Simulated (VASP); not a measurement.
# SnTe (F-43m) in VASP: single point with LDA

Aim: the single point of SnTe with LDA.

Program: VASP 6.6.1. These are calculated values, not measurements. Logs are shortened: lines on timing, memory, paths and dates and some standing lists are left out, and cuts for length are marked.

## Step 1: The crystal as given

Symmetry: F-43m, No. 216, cubic system. Conventional cell: a = 7.222 Å, b = 7.222 Å, c = 7.222 Å, α = 90.00°, β = 90.00°, γ = 90.00°. Around Sn (site symmetry -43m) lie 4 Te at 3.13 Å. Around Te (site symmetry -43m) lie 4 Sn at 3.13 Å.

Measurements of this composition are mostly on another form, of space group No. 225.

## Step 2: Single point, LDA

INCAR

```
SYSTEM = SnTe
PREC = Accurate ; ENCUT = 520
EDIFF = 1E-6 ; ISMEAR = 0
SIGMA = 0.01 ; LREAL = .False.
LASPH = .True. ; NELM = 100
ALGO = Fast ; ISIF = 2
LWAVE = .False. ; LCHARG = .True.
GGA = CA ; LELF = .True.
LVHAR = .True. ; NBANDS = 17
```

KPOINTS

```
regular mesh
0
Gamma
  4 4 4
  0 0 0
```

POSCAR

```
SnTe
1.0
    0.0000000000      3.6111460000      3.6111460000
    3.6111460000      0.0000000000      3.6111460000
    3.6111460000      3.6111460000      0.0000000000
Sn Te
1 1
Direct
    0.0000000000      0.0000000000      0.0000000000
    0.7500000000      0.7500000000      0.7500000000
```

Potentials or basis: VASP PAW LDA potentials, release 64 (Sn_d, Te).

Started as:

```
$ cat potpaw_LDA.64/Sn_d/POTCAR potpaw_LDA.64/Te/POTCAR > POTCAR
$ mpirun -np 1 vasp_std > vasp.out
```

OUTCAR:

```text
SYSTEM = SnTe
   PREC = Accurate
   ENCUT = 520
   EDIFF = 1E-6
   ISMEAR = 0
   LREAL = .False.
   LASPH = .True.
   NELM = 100
   ISIF = 2
   GGA = CA

 ion  position               nearest neighbor table
   1  0.000  0.000  0.000-   2 3.13   2 3.13   2 3.13   2 3.13
   2  0.750  0.750  0.750-   1 3.13   1 3.13   1 3.13   1 3.13

  LATTYP: Found a face centered cubic cell.
 ALAT       =     7.2222920000

  Lattice vectors:

 A1 = (   0.0000000000,   3.6111460000,   3.6111460000)
 A2 = (   3.6111460000,   0.0000000000,   3.6111460000)
 A3 = (   3.6111460000,   3.6111460000,   0.0000000000)

Analysis of symmetry for initial positions (statically):
=====================================================================
 Subroutine PRICEL returns:
 Original cell was already a primitive cell.

 Routine SETGRP: Setting up the symmetry group for a
 face centered cubic supercell.

 Subroutine GETGRP returns: Found 24 space group operations
 (whereof 24 operations were pure point group operations)
 out of a pool of 48 trial point group operations.

The static configuration has the point symmetry T_d .

Analysis of symmetry for dynamics (positions and initial velocities):
=====================================================================
 Subroutine PRICEL returns:
 Original cell was already a primitive cell.

 Routine SETGRP: Setting up the symmetry group for a
 face centered cubic supercell.

 Subroutine GETGRP returns: Found 24 space group operations
 (whereof 24 operations were pure point group operations)
 out of a pool of 48 trial point group operations.

The dynamic configuration has the point symmetry T_d .

 Subroutine INISYM returns: Found 24 space group operations
 (whereof 24 operations are pure point group operations),
 and found     1 'primitive' translations

----------------------------------------------------------------------------------------

                                     Primitive cell

  volume of cell :      94.1814

  direct lattice vectors                    reciprocal lattice vectors
     0.000000000  3.611146000  3.611146000    -0.138460201  0.138460201  0.138460201
     3.611146000  0.000000000  3.611146000     0.138460201 -0.138460201  0.138460201
     3.611146000  3.611146000  0.000000000     0.138460201  0.138460201 -0.138460201

  length of vectors
     5.106931649  5.106931649  5.106931649     0.239820102  0.239820102  0.239820102

  position of ions in fractional coordinates (direct lattice)
     0.000000000  0.000000000  0.000000000
     0.750000000  0.750000000  0.750000000

  ion indices of the primitive-cell ions
   primitive index   ion index
                 1           1
                 2           2

----------------------------------------------------------------------------------------

 KPOINTS: regular mesh

Automatic generation of k-mesh.
 Grid dimensions read from file:
 generate k-points for:    4    4    4

 Generating k-lattice:

  Cartesian coordinates                     Fractional coordinates (reciprocal lattice)
    -0.034615050  0.034615050  0.034615050     0.250000000  0.000000000  0.000000000
     0.034615050 -0.034615050  0.034615050     0.000000000  0.250000000  0.000000000
     0.034615050  0.034615050 -0.034615050     0.000000000  0.000000000  0.250000000

  Length of vectors
     0.059955026  0.059955026  0.059955026

  Shift w.r.t. Gamma in fractional coordinates (k-lattice)
     0.000000000  0.000000000  0.000000000

 Subroutine IBZKPT returns following result:
 ===========================================

 Found      8 irreducible k-points:

 Following reciprocal coordinates:
            Coordinates               Weight
  0.000000  0.000000  0.000000      1.000000
  0.250000  0.000000  0.000000      8.000000
  0.500000  0.000000  0.000000      4.000000
  0.250000  0.250000  0.000000      6.000000
  0.500000  0.250000  0.000000     24.000000
 -0.250000  0.250000  0.000000     12.000000
  0.500000  0.500000  0.000000      3.000000
 -0.250000  0.500000  0.250000      6.000000
   k-points           NKPTS =      8   k-points in BZ     NKDIM =      8   number of bands    NBANDS=     17
   number of dos      NEDOS =    301   number of ions     NIONS =      2
   total plane-waves  NPLWV =  64000
   dimension x,y,z NGX =    40 NGY =   40 NGZ =   40
   dimension x,y,z NGXF=    80 NGYF=   80 NGZF=   80
   ions per type =               1   1
   NGX,Y,Z   is equivalent  to a cutoff of  13.02, 13.02, 13.02 a.u.
   NGXF,Y,Z  is equivalent  to a cutoff of  26.04, 26.04, 26.04 a.u.
 SYSTEM =  SnTe
   PREC   = accura    normal or accurate (medium, high low for compatibility)
   ISTART =      0    job   : 0-new  1-cont  2-samecut
   ICHARG =      2    charge: 1-file 2-atom 10-const
   ISPIN  =      1    spin polarized calculation?
   LNONCOLLINEAR =      F non collinear calculations
   LSORBIT =      F    spin-orbit coupling
   LASPH  =      T    aspherical Exc in radial PAW
   ENCUT  =  520.0 eV  38.22 Ry    6.18 a.u.   9.50  9.50  9.50*2*pi/ulx,y,z
   NELM   =    100;   NELMIN=  2; NELMDL= -5     # of ELM steps
   EDIFF  = 0.1E-05   stopping-criterion for ELM
   LREAL  =      F    real-space projection
   EDIFFG = 0.1E-04   stopping-criterion for IOM
   NSW    =      0    number of steps for IOM
   IBRION =     -1    ionic relax: 0-MD 1-quasi-New 2-CG
   NFREE  =      0    steps in history (QN), initial steepest desc. (CG)
   ISIF   =      2    stress and relaxation
   ISYM   =      2    0-nonsym 1-usesym 2-fastsym
   POTIM  = 0.5000    time-step for ionic-motion
   TEBEG  =    0.0;   TEEND  =   0.0 temperature during run
   PSTRESS=    0.0 pullay stress
   NELECT =      20.0000    total number of electrons
   NUPDOWN=      -1.0000    fix difference up-down
   EMIN   =  10.00;   EMAX   =-10.00  energy-range for DOS
   EFERMI =   0.00;   METHOD = LEGACY
   ISMEAR =     0;   SIGMA  =   0.01  broadening in eV -4-tet -1-fermi 0-gaus
   EFERMI_NEDOS =   21; number of points for ismear=-14 and -15
   IALGO  =     68    algorithm
   IMIX   =      4    mixing-type and parameters
     AMIX     =   0.40;   BMIX     =  1.00
     AMIX_MAG =   1.60;   BMIX_MAG =  1.00
  volume/ion in A,a.u.               =      47.09       317.78
  Fermi-wavevector in a.u.,A,eV,Ry     =   0.976704  1.845704 12.979296  0.953951
  Thomas-Fermi vector in A             =   2.107344
   LORBIT       =      0    0 simple, 1 ext, 2 COOP (PROOUT), +10 PAW based schemes
   GGA     = CA    functional components
   LHFCALC =     F    Hartree Fock is set to
   AEXX    =    0.0000 exact exchange contribution
   IVDW    =     0    specifies the selected vdW correction
   LEPSILON=     F    determine dielectric tensor
   LRPA    =     F    only Hartree local field effects (RPA)
 non-spin polarized calculation
 RMM-DIIS sequential band-by-band and
 Gauss-broadening in eV      SIGMA  =   0.01
  energy-cutoff  :      520.00
  volume of cell :       94.18
 maximum number of plane-waves:      2637
 NGX is ok and might be reduce to    40
   NGX = 19   NGY = 19   NGZ = 19

 number of electron      19.9999999 magnetization

 Free energy of the ion-electron system (eV)
  ---------------------------------------------------
  ext. energy  EPLUGINS =         0.00000000
  ---------------------------------------------------
  free energy    TOTEN  =        -8.00545229 eV

  energy without entropy =       -8.00491854  energy(sigma->0) =       -8.00518542

 E-fermi :   2.9303     XC(G=0):  -7.8137

 val. band max:        2.9228763225   @ k =  -0.2500   0.5000   0.2500
 cond. band min:       2.9341137134   @ k =   0.5000   0.5000   0.0000
 fundamental gap:      0.0112373909
 Fermi energy:         2.9302908074

 k-point     1 :       0.0000    0.0000    0.0000
  band No.  band energies     occupation
      1     -18.7872      2.00000
      2     -18.7872      2.00000
      3     -18.7872      2.00000
      4     -18.7768      2.00000
      5     -18.7768      2.00000
      6      -8.6594      2.00000
[... 9 lines left out ...]
     16       9.3574      0.00000
     17      10.3979      0.00000

 k-point     2 :       0.2500    0.0000    0.0000
  band No.  band energies     occupation
      1     -18.7878      2.00000
      2     -18.7865      2.00000
      3     -18.7865      2.00000
      4     -18.7767      2.00000
      5     -18.7767      2.00000
      6      -8.4206      2.00000
[... 9 lines left out ...]
     16       8.7402      0.00000
     17       9.9057      0.00000

 k-point     3 :       0.5000    0.0000    0.0000
  band No.  band energies     occupation
      1     -18.7885      2.00000
      2     -18.7858      2.00000
      3     -18.7858      2.00000
      4     -18.7766      2.00000
      5     -18.7766      2.00000
      6      -8.1244      2.00000
[... 9 lines left out ...]
     16       9.7444      0.00000
     17       9.7444      0.00000

 k-point     4 :       0.2500    0.2500    0.0000
  band No.  band energies     occupation
      1     -18.7889      2.00000
      2     -18.7858      2.00000
      3     -18.7858      2.00000
      4     -18.7771      2.00000
      5     -18.7764      2.00000
      6      -8.3353      2.00000
[... 9 lines left out ...]
     16       9.9615      0.00000
     17      11.6693      0.00000

 k-point     5 :       0.5000    0.2500    0.0000
  band No.  band energies     occupation
      1     -18.7894      2.00000
      2     -18.7853      2.00000
      3     -18.7850      2.00000
      4     -18.7771      2.00000
      5     -18.7763      2.00000
      6      -8.0239      2.00000
[... 9 lines left out ...]
     16      10.0218      0.00000
     17      10.8451      0.00000

 k-point     6 :      -0.2500    0.2500    0.0000
  band No.  band energies     occupation
      1     -18.7886      2.00000
      2     -18.7857      2.00000
      3     -18.7857      2.00000
      4     -18.7767      2.00000
      5     -18.7766      2.00000
      6      -8.1335      2.00000
[... 9 lines left out ...]
     16       9.6243      0.00000
     17      10.9103      0.00000

 k-point     7 :       0.5000    0.5000    0.0000
  band No.  band energies     occupation
      1     -18.7907      2.00000
      2     -18.7843      2.00000
      3     -18.7843      2.00000
      4     -18.7775      2.00000
      5     -18.7759      2.00000
      6      -7.9082      2.00000
[... 9 lines left out ...]
     16      11.0470      0.00000
     17      11.2285      0.00000

 k-point     8 :      -0.2500    0.5000    0.2500
  band No.  band energies     occupation
      1     -18.7895      2.00000
      2     -18.7855      2.00000
      3     -18.7843      2.00000
      4     -18.7771      2.00000
      5     -18.7763      2.00000
      6      -7.9051      2.00000
[... 9 lines left out ...]
     16      10.7225      0.00000
     17      10.7469      0.00000

------------------------ aborting loop because EDIFF is reached ----------------------------------------

  FORCE on cell =-STRESS in cart. coord.  units (eV):
  Direction    XX          YY          ZZ          XY          YZ          ZX
  --------------------------------------------------------------------------------------
  -------------------------------------------------------------------------------------
  Total       -1.3805438     -1.3805438     -1.3805438     -0.0000000      0.0000000     -0.0000000
  in kB      -23.4852738    -23.4852738    -23.4852738     -0.0000000      0.0000000     -0.0000000
  external PRESSURE =     -23.4852738 kB  Pullay stress =       0.0000000 kB

 VOLUME and BASIS-vectors are now :
 -----------------------------------------------------------------------------
  energy-cutoff  :      520.00
  volume of cell :       94.18
      direct lattice vectors                 reciprocal lattice vectors
     0.000000000  3.611146000  3.611146000    -0.138460201  0.138460201  0.138460201
     3.611146000  0.000000000  3.611146000     0.138460201 -0.138460201  0.138460201
     3.611146000  3.611146000  0.000000000     0.138460201  0.138460201 -0.138460201

 POSITION                                       TOTAL-FORCE (eV/Angst)
 -----------------------------------------------------------------------------------
      0.00000      0.00000      0.00000         0.000000      0.000000      0.000000
      5.41672      5.41672      5.41672        -0.000000     -0.000000     -0.000000
 -----------------------------------------------------------------------------------
    total drift:                                0.000000      0.000000      0.000000

  FREE ENERGIE OF THE ION-ELECTRON SYSTEM (eV)
  ---------------------------------------------------
  free  energy   TOTEN  =        -8.0054522908 eV

  energy  without entropy=       -8.0049185434  energy(sigma->0) =       -8.00518542
```

Run time: 13 s. Hardware: 1 thread of Intel Xeon Platinum 8488C (Sapphire Rapids), shared host; peak memory 0.19 GiB.

What came out:

- Free energy: -8.0055 eV
- Pressure: -2.3 GPa
- Band gap on the k mesh: 0.01 eV, indirect (least direct gap 0.73 eV)

Caveat: spin-orbit coupling is left out, which moves the levels of the heavy elements.
